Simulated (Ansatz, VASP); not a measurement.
# Sb in VASP and in Ansatz

INCAR

```
SYSTEM = Sb
ALGO     = Normal         ! electronic algorithm
EDIFF    = 1E-6           ! SCF threshold, eV
ENCUT    = 520            ! plane-wave cutoff, eV
GGA      = PS             ! functional
ISIF     = 2              ! what is computed and relaxed
ISMEAR   = 0              ! smearing method
LASPH    = .True.         ! aspherical terms in the spheres
LCHARG   = .True.         ! write CHGCAR
LELF     = .True.         ! ELF
LREAL    = .False.        ! projectors in reciprocal space
LVHAR    = .True.       
LWAVE    = .False.        ! write WAVECAR
NBANDS   = 8              ! bands
NELM     = 60             ! most SCF steps
PREC     = Accurate       ! precision mode
SIGMA    = 0.15           ! smearing width, eV
```

File KPOINTS:

```
k-points
0
Gamma
  16 16 16
  0 0 0
```

POSCAR

```
Sb
1.0
    3.1600000000      0.0000000000      0.0000000000
    0.0000000000      3.1600000000      0.0000000000
    0.0000000000      0.0000000000      3.0810000000
Sb
1
Direct
    0.0000000000      0.0000000000      0.0000000000
```

Input for Ansatz:

```yaml
crystal:
  lattice:
    - [3.16, 0.0, 0.0]
    - [0.0, 3.16, 0.0]
    - [0.0, 0.0, 3.081]
  atoms:
    - { symbol: Sb, position: [0.0, 0.0, 0.0] }
basis:
  ecutwfc: 420
kpoints:
  mp_grid: { grid: [16, 16, 16] }
hamiltonian:
  xc: pbesol
scf:
  occupations: { method: gaussian, width: 0.15 }
output:
  forces: true
  stress: true
  eigenvalues: true
```

Change from the starting cell: strain +0.000 along x and y, -0.025 along z, atoms carried along.

Alike in both runs: task single point; functional PBEsol; k mesh 16 × 16 × 16; occupations gaussian, width 0.15 eV; no spin polarisation.

|  | VASP | Ansatz |
| --- | --- | --- |
| version | VASP 6.6.1 | Ansatz 0.2.0 |
| potentials or method | VASP PAW PBE potentials, release 64 (Sb) | scalar-relativistic, plane waves, PAW |
| plane-wave cutoff (eV) | 520 | 420 |
| valence electrons in the cell | 5 | 15 |

VASP gave:

- gap on the k mesh at the Fermi level (eV): none
- pressure (GPa): -3.7
- largest component of the traceless stress (GPa): 1.46

Which values does Ansatz return?

gap on the k mesh at the Fermi level (eV): none; pressure (GPa): -3.8; largest component of the traceless stress (GPa): 1.44.

A gap of «none» marks a metal or a gap that the smearing closes. The two sets of potentials don't hold the same shells in valence.

Caveats: the PAW data sets were made with another functional, which shifts forces and pressure a little (VASP). Spin-orbit coupling is left out, which matters for the levels of Sb.
